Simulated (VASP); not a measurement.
Write the native input for VASP 6.6.1 that does the following.

```yaml
Task: relaxation of cell and atoms
Functional: PBE
Dispersion: D3(BJ)
Potentials_or_basis: VASP PAW PBE potentials, release 64 (As)
Cutoff: 600 eV
k_mesh: 12 × 12 × 10
Occupations: gaussian, width 0.03 eV
Spin: no spin polarisation
Further_INCAR_settings: ALGO = Normal; EDIFF = 1e-07; IBRION = 2; EDIFFG = -0.005; NSW = 90; ISIF = 3
```

The structure of As lies in POSCAR:

```
As                                      
1.0
    1.8939151574      1.0934524259      3.3704277152
   -1.8939151574      1.0934524259      3.3704277152
   -0.0000000000     -2.1869048519      3.3704277152
  As            
     2
Direct
     0.7694934181700751    0.7694934181700751    0.7694934181700749
     0.2305065818299248    0.2305065818299248    0.2305065818299250
```

These files were run (other wordings do the same):

INCAR

```
SYSTEM = As
  ALGO = Normal
  EDIFF = 1E-7
  EDIFFG = -0.005
  ENCUT = 600
  GGA = PE
  IBRION = 2
  ISIF = 3
  ISMEAR = 0
  IVDW = 12
  LASPH = .TRUE.
  LCHARG = .FALSE.
  LREAL = .FALSE.
  LWAVE = .FALSE.
  NELM = 80
  NSW = 90
  PREC = Accurate
  SIGMA = 0.03
```

KPOINTS

```
k-points
0
G
  12 12 10
  0 0 0
```

Potentials or basis: VASP PAW PBE potentials, release 64 (As).

The run is started by

```console
$ cat potpaw_PBE.64/As/POTCAR > POTCAR
$ mpirun -np 1 vasp_std > vasp.out
```

Results of the run:

The relaxed volume is 20.93 Å³/atom and the relaxed cell is a = 4.018 Å, b = 4.018 Å, c = 4.018 Å, α = 56.23°, β = 56.23°, γ = 56.23°. The space group after relaxing (to 0.05 Å) is R-3m (No. 166). The energy gained by relaxing is 0.0 meV/atom, the ionic steps are 2 and the pressure after relaxing is 0.0 GPa. The band gap on the k mesh is none (metal or under the smearing width) and the dispersion energy per atom is -0.432 eV.

Caveat: pairwise dispersion overbinds metals, which lowers pressure and volume.

Wall time 57 s on 1 thread of Intel(R) Xeon(R) 6975P-C (Granite Rapids), with other jobs on the host, peak memory 0.32 GiB.
